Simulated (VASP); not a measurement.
# BN (P6_3/mmc) in VASP: settings compared

One crystal, BN, is run at these levels: PBEsol, PBE; tasks: electron localisation function, single point.

All numbers are computed with VASP 6.6.1; they aren't measurements. Logs are shortened: lines on timing, memory, paths and dates and some standing lists are left out, and cuts for length are marked.

**1. Starting point**

The structure is hexagonal, space group P6_3/mmc (No. 194). The conventional cell has a = 2.498 Å, b = 2.498 Å, c = 6.636 Å, α = 90.00°, β = 90.00°, γ = 120.00°. N (site symmetry -6m2) is surrounded by 3 B at 1.44 Å. B (site symmetry -6m2) is surrounded by 3 N at 1.44 Å.

**2. Electron localisation function, PBEsol**

The input, INCAR:

```
PREC = Accurate
ENCUT = 520
EDIFF = 1E-7
ISMEAR = 0
SIGMA = 0.02
LREAL = F
LASPH = T
NELM = 100
ALGO = Fast
ISIF = 2
LWAVE = F
LCHARG = T
GGA = PS
LELF = T
```

The input, KPOINTS:

```
regular mesh
0
Gamma
  12 12 4
```

The input, POSCAR:

```
BN
1.0
    2.4982400000      0.0000000000      0.0000000000
   -1.2491200000      2.1635393048      0.0000000000
    0.0000000000      0.0000000000      6.6357000000
N B
2 2
Direct
    0.6666666667      0.3333333333      0.2500000000
    0.3333333333      0.6666666667      0.7500000000
    0.6666666667      0.3333333333      0.7500000000
    0.3333333333      0.6666666667      0.2500000000
```

Potentials or basis: VASP PAW PBE potentials, release 64 (N, B).

Started as:

```console
cat potpaw_PBE.64/N/POTCAR potpaw_PBE.64/B/POTCAR > POTCAR
mpirun -np 1 vasp_std > vasp.out
```

OUTCAR:

```text
PREC = Accurate
   ENCUT = 520
   EDIFF = 1E-7
   ISMEAR = 0
   LREAL = F
   LASPH = T
   NELM = 100
   ISIF = 2
   GGA = PS

 ion  position               nearest neighbor table
   1  0.667  0.333  0.250-   4 1.44   4 1.44   4 1.44
   2  0.333  0.667  0.750-   3 1.44   3 1.44   3 1.44
   3  0.667  0.333  0.750-   2 1.44   2 1.44   2 1.44
   4  0.333  0.667  0.250-   1 1.44   1 1.44   1 1.44

  LATTYP: Found a hexagonal cell.
 ALAT       =     2.4982400000
 C/A-ratio  =     2.6561499296

  Lattice vectors:

 A1 = (   2.4982400000,   0.0000000000,   0.0000000000)
 A2 = (  -1.2491200000,   2.1635393048,   0.0000000000)
 A3 = (   0.0000000000,   0.0000000000,   6.6357000000)

Analysis of symmetry for initial positions (statically):
=====================================================================
 Subroutine PRICEL returns:
 Original cell was already a primitive cell.

 Routine SETGRP: Setting up the symmetry group for a
 hexagonal supercell.

 Subroutine GETGRP returns: Found 24 space group operations
 (whereof 12 operations were pure point group operations)
 out of a pool of 24 trial point group operations.

The static configuration has the point symmetry D_3d.
 The point group associated with its full space group is D_6h.

Analysis of symmetry for dynamics (positions and initial velocities):
=====================================================================
 Subroutine PRICEL returns:
 Original cell was already a primitive cell.

 Routine SETGRP: Setting up the symmetry group for a
 hexagonal supercell.

 Subroutine GETGRP returns: Found 24 space group operations
 (whereof 12 operations were pure point group operations)
 out of a pool of 24 trial point group operations.

The dynamic configuration has the point symmetry D_3d.
 The point group associated with its full space group is D_6h.

 Subroutine INISYM returns: Found 24 space group operations
 (whereof 12 operations are pure point group operations),
 and found     1 'primitive' translations

----------------------------------------------------------------------------------------

                                     Primitive cell

  volume of cell :      35.8662

  direct lattice vectors                    reciprocal lattice vectors
     2.498240000  0.000000000  0.000000000     0.400281798  0.231102804  0.000000000
    -1.249120000  2.163539305  0.000000000     0.000000000  0.462205608  0.000000000
     0.000000000  0.000000000  6.635700000     0.000000000  0.000000000  0.150700002

  length of vectors
     2.498240000  2.498240000  6.635700000     0.462205608  0.462205608  0.150700002

  position of ions in fractional coordinates (direct lattice)
     0.666666667  0.333333333  0.250000000
     0.333333333  0.666666667  0.750000000
     0.666666667  0.333333333  0.750000000
     0.333333333  0.666666667  0.250000000

  ion indices of the primitive-cell ions
   primitive index   ion index
                 1           1
                 2           2
                 3           3
                 4           4

----------------------------------------------------------------------------------------

 KPOINTS: regular mesh

Automatic generation of k-mesh.
 Grid dimensions read from file:
 generate k-points for:   12   12    4

 Generating k-lattice:

  Cartesian coordinates                     Fractional coordinates (reciprocal lattice)
     0.033356817  0.019258567  0.000000000     0.083333333 -0.000000000  0.000000000
     0.000000000  0.038517134  0.000000000     0.000000000  0.083333333  0.000000000
     0.000000000  0.000000000  0.037675000     0.000000000  0.000000000  0.250000000

  Length of vectors
     0.038517134  0.038517134  0.037675000

  Shift w.r.t. Gamma in fractional coordinates (k-lattice)
     0.000000000  0.000000000  0.000000000

 Subroutine IBZKPT returns following result:
 ===========================================

 Found     57 irreducible k-points:

 Following reciprocal coordinates:
            Coordinates               Weight
  0.000000  0.000000  0.000000      1.000000
  0.083333 -0.000000  0.000000      6.000000
  0.166667  0.000000  0.000000      6.000000
  0.250000  0.000000  0.000000      6.000000
  0.333333  0.000000  0.000000      6.000000
  0.416667  0.000000  0.000000      6.000000
[... 16 lines left out ...]
  0.250000  0.000000  0.250000     12.000000
  0.333333  0.000000  0.250000     12.000000
 [... further k-points ...]
   k-points           NKPTS =     57   k-points in BZ     NKDIM =     57   number of bands    NBANDS=     12
   number of dos      NEDOS =    301   number of ions     NIONS =      4
   total plane-waves  NPLWV =  20000
   dimension x,y,z NGX =    20 NGY =   20 NGZ =   50
   dimension x,y,z NGXF=    40 NGYF=   40 NGZF=  100
   ions per type =               2   2
   NGX,Y,Z   is equivalent  to a cutoff of  13.31, 13.31, 12.53 a.u.
   NGXF,Y,Z  is equivalent  to a cutoff of  26.62, 26.62, 25.05 a.u.
 SYSTEM =  unknown system
   PREC   = accura    normal or accurate (medium, high low for compatibility)
   ISTART =      0    job   : 0-new  1-cont  2-samecut
   ICHARG =      2    charge: 1-file 2-atom 10-const
   ISPIN  =      1    spin polarized calculation?
   LNONCOLLINEAR =      F non collinear calculations
   LSORBIT =      F    spin-orbit coupling
   LASPH  =      T    aspherical Exc in radial PAW
   ENCUT  =  520.0 eV  38.22 Ry    6.18 a.u.   4.65  4.65 12.34*2*pi/ulx,y,z
   NELM   =    100;   NELMIN=  2; NELMDL= -5     # of ELM steps
   EDIFF  = 0.1E-06   stopping-criterion for ELM
   LREAL  =      F    real-space projection
   EDIFFG = 0.1E-05   stopping-criterion for IOM
   NSW    =      0    number of steps for IOM
   IBRION =     -1    ionic relax: 0-MD 1-quasi-New 2-CG
   NFREE  =      0    steps in history (QN), initial steepest desc. (CG)
   ISIF   =      2    stress and relaxation
   ISYM   =      2    0-nonsym 1-usesym 2-fastsym
   POTIM  = 0.5000    time-step for ionic-motion
   TEBEG  =    0.0;   TEEND  =   0.0 temperature during run
   PSTRESS=    0.0 pullay stress
   NELECT =      16.0000    total number of electrons
   NUPDOWN=      -1.0000    fix difference up-down
   EMIN   =  10.00;   EMAX   =-10.00  energy-range for DOS
   EFERMI =   0.00;   METHOD = LEGACY
   ISMEAR =     0;   SIGMA  =   0.02  broadening in eV -4-tet -1-fermi 0-gaus
   EFERMI_NEDOS =   21; number of points for ismear=-14 and -15
   IALGO  =     68    algorithm
   IMIX   =      4    mixing-type and parameters
     AMIX     =   0.40;   BMIX     =  1.00
     AMIX_MAG =   1.60;   BMIX_MAG =  1.00
  volume/ion in A,a.u.               =       8.97        60.51
  Fermi-wavevector in a.u.,A,eV,Ry     =   1.250891  2.363842 21.289433  1.564729
  Thomas-Fermi vector in A             =   2.384864
   LORBIT       =      0    0 simple, 1 ext, 2 COOP (PROOUT), +10 PAW based schemes
   GGA     = PS    functional components
   LHFCALC =     F    Hartree Fock is set to
   AEXX    =    0.0000 exact exchange contribution
   IVDW    =     0    specifies the selected vdW correction
   LEPSILON=     F    determine dielectric tensor
   LRPA    =     F    only Hartree local field effects (RPA)
 non-spin polarized calculation
 RMM-DIIS sequential band-by-band and
 Gauss-broadening in eV      SIGMA  =   0.02
  energy-cutoff  :      520.00
  volume of cell :       35.87
 maximum number of plane-waves:       985
 NGX is ok and might be reduce to    20
   NGX =  9   NGY =  9   NGZ = 25

 number of electron      15.9999997 magnetization

 Free energy of the ion-electron system (eV)
  ---------------------------------------------------
  ext. energy  EPLUGINS =         0.00000000
  ---------------------------------------------------
  free energy    TOTEN  =       -36.56291822 eV

  energy without entropy =      -36.56291822  energy(sigma->0) =      -36.56291822

 E-fermi :   2.3672     XC(G=0): -10.3220

 val. band max:        2.2233773330   @ k =   0.3333   0.3333   0.5000
 cond. band min:       6.4022798290   @ k =   0.5000   0.0000   0.0000
 fundamental gap:      4.1789024960
 Fermi energy:         2.3671934142

 k-point     1 :       0.0000    0.0000    0.0000
  band No.  band energies     occupation
      1     -15.5777      2.00000
      2     -15.2728      2.00000
      3      -4.1062      2.00000
      4      -1.9232      2.00000
      5       0.9266      2.00000
      6       0.9266      2.00000
      7       0.9642      2.00000
      8       0.9642      2.00000
      9       7.2819      0.00000
     10      12.4336      0.00000
     11      13.7975      0.00000
     12      13.8484      0.00000

 k-point     2 :       0.0833   -0.0000    0.0000
  band No.  band energies     occupation
      1     -15.4403      2.00000
      2     -15.1402      2.00000
      3      -3.9175      2.00000
      4      -1.7539      2.00000
      5       0.3654      2.00000
      6       0.3982      2.00000
      7       0.6616      2.00000
      8       0.7036      2.00000
      9       7.5296      0.00000
     10      12.3511      0.00000
     11      13.6247      0.00000
     12      13.8255      0.00000

 k-point     3 :       0.1667    0.0000    0.0000
  band No.  band energies     occupation
      1     -15.0355      2.00000
      2     -14.7499      2.00000
      3      -3.3580      2.00000
      4      -1.2560      2.00000
      5      -1.0600      2.00000
      6      -1.0199      2.00000
      7       0.0187      2.00000
      8       0.0689      2.00000
      9       8.1816      0.00000
     10      11.9804      0.00000
     11      13.2222      0.00000
     12      13.4420      0.00000
[... 286 lines left out ...]
 k-point    23 :       0.2500    0.0000    0.2500
  band No.  band energies     occupation
      1     -14.3528      2.00000
      2     -14.1691      2.00000
      3      -2.8817      2.00000
      4      -2.8275      2.00000
      5      -2.1867      2.00000
      6      -0.8089      2.00000
      7      -0.7156      2.00000
      8      -0.6749      2.00000
      9       9.5587      0.00000
     10      10.8569      0.00000
     11      11.7874      0.00000
     12      12.8025      0.00000

 k-point    24 :       0.3333    0.0000    0.2500
  band No.  band energies     occupation
      1     -13.5360      2.00000
      2     -13.3814      2.00000
      3      -4.6737      2.00000
      4      -4.6140      2.00000
      5      -1.3511      2.00000
      6      -1.3069      2.00000
      7      -1.0320      2.00000
      8       0.2169      2.00000
      9       9.0217      0.00000
     10       9.6190      0.00000
     11      11.0950      0.00000
     12      12.4544      0.00000

 [... further k-points ...]

------------------------ aborting loop because EDIFF is reached ----------------------------------------

  FORCE on cell =-STRESS in cart. coord.  units (eV):
  Direction    XX          YY          ZZ          XY          YZ          ZX
  --------------------------------------------------------------------------------------
  -------------------------------------------------------------------------------------
  Total        0.7357631      0.7357631      0.1757444      0.0000000      0.0000000      0.0000000
  in kB       32.8672120     32.8672120      7.8506651      0.0000000      0.0000000      0.0000000
  external PRESSURE =      24.5283631 kB  Pullay stress =       0.0000000 kB

 VOLUME and BASIS-vectors are now :
 -----------------------------------------------------------------------------
  energy-cutoff  :      520.00
  volume of cell :       35.87
      direct lattice vectors                 reciprocal lattice vectors
     2.498240000  0.000000000  0.000000000     0.400281798  0.231102804  0.000000000
    -1.249120000  2.163539305  0.000000000     0.000000000  0.462205608  0.000000000
     0.000000000  0.000000000  6.635700000     0.000000000  0.000000000  0.150700002

 POSITION                                       TOTAL-FORCE (eV/Angst)
 -----------------------------------------------------------------------------------
      1.24912      0.72118      1.65892         0.000000     -0.000000      0.000000
     -0.00000      1.44236      4.97677        -0.000000      0.000000      0.000000
      1.24912      0.72118      4.97677        -0.000000      0.000000      0.000000
     -0.00000      1.44236      1.65892         0.000000     -0.000000      0.000000
 -----------------------------------------------------------------------------------
    total drift:                                0.000000     -0.000000      0.000000

  FREE ENERGIE OF THE ION-ELECTRON SYSTEM (eV)
  ---------------------------------------------------
  free  energy   TOTEN  =       -36.5629182157 eV

  energy  without entropy=      -36.5629182157  energy(sigma->0) =      -36.56291822
```

Wall time 41 s (1 thread of AMD EPYC 7R13 (Zen 3), shared host); peak memory 0.12 GiB.

Results:

- Free energy: -36.5629 eV
- Pressure: 2.5 GPa
- Band gap on the k mesh: 4.18 eV, indirect (least direct gap 4.60 eV)

Stress tensor (GPa, compression positive):
```
3.29 0.00 0.00
0.00 3.29 0.00
0.00 0.00 0.79
```

Levels at points of the mesh, in eV from the valence-band top:
| k point | band 6 | band 7 | band 8 | band 9 | band 10 | band 11 |
| --- | --- | --- | --- | --- | --- | --- |
| (0.00, 0.00, 0.00) | -1.30 | -1.26 | -1.26 | 5.06 | 10.21 | 11.57 |
| (0.50, 0.00, 0.00) | -4.08 | -1.47 | -0.44 | 4.18 | 5.61 | 9.51 |
| (0.00, 0.00, 0.50) | -1.28 | -1.28 | -1.28 | 7.48 | 7.48 | 11.63 |
| (0.50, 0.00, 0.50) | -4.11 | -0.93 | -0.93 | 4.66 | 4.66 | 9.93 |

Caveat: the PAW data sets were made with another functional, which shifts forces and pressure a little; this functional lacks dispersion, which binds the layers, so the pressure and a relaxed spacing across them are unreliable.

[end of part 1 of 2]
